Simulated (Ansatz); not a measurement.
# A series in volume scale on La

Results calculated with Ansatz 0.2.0, not measured. Periodic Kohn-Sham DFT of a crystal at fixed atoms, scaled to volume_scale times the given cell; pressure positive in compression, energy less spherical unpolarised free atoms, largest_vzz the field gradient of largest size among the nuclei.

The cell before it is scaled or strained (space group P6_3/mmc, No. 194):
```
cell vectors (Å)
   3.7500     0.0000     0.0000
  -1.8750     3.2476     0.0000
   0.0000     0.0000     6.0700
atoms (fractions of the cell vectors)
La  0.33333  0.66667  0.25000
La  0.66667  0.33333  0.75000
```

Settings of every row: method frozen-core PAW; functional PBE; relativity scalar; k mesh 11x11x6; filling fermi-dirac; smearing width 0.05 eV; wave cutoff 420 eV; paw set soft_2.

Atom start moment: 0 on all atoms.

Limits: field gradient without spin-orbit coupling on heavy atoms; no gap: field gradients move with the k mesh; no spin-orbit coupling on heavy atoms.

```
row  volume scale  V (Å³/atom)  pressure (GPa)  largest V_zz (1e21 V/m^2)
  1          0.95       35.114               ?                          ?
  2         0.975       36.038           1.123                      1.195
  3             1       36.962           0.441                      1.102
  4         1.025       37.886          -0.187                      1.023
  5          1.05        38.81          -0.765                      0.963
```

Question: what pressure should row 1 give?

Worked fit of pressure. Take u = (V_r/V)^(2/3) − 1 with V_r = 37.424 Å³ an atom, which is twice the finite (Eulerian) strain; such expansions in the strain, on which the Birch-Murnaghan equation of state is built, carry the rest volume and the bulk modulus. The shown rows have u = 0.02548, 0.00832, -0.00815, -0.02395. Least squares give pressure = 0.1205 + 38.122 × u + 47.97 × u² GPa; a straight line predicts inner rows, each left out in turn, worse (root mean square 0.019 against 4.2e-06 GPa). All shown rows lie on it to the printed digit. The pressure vanishes at u = -0.0032, or V = 37.6 Å³ an atom, and there the bulk modulus at fixed shape and fractions is B = −V dP/dV = (2/3)(1 + u) dP/du = 25.1 GPa. Letting shape and atoms relax would as a rule lower it, by much in layered, chain or molecular crystals. The withheld row has u = 0.04339, so the fit gives 0.1205 + 38.122 × (0.04339) + 47.97 × (0.04339)² = 1.865 GPa.

The calculation gave 1.866 GPa. The fit lies 0.001 GPa (0.038 % of the column's range) below it, one unit of the last digit. This row lies beyond the range of the fit.

The other values of row 1: largest V_zz 1.294 1e21 V/m^2.
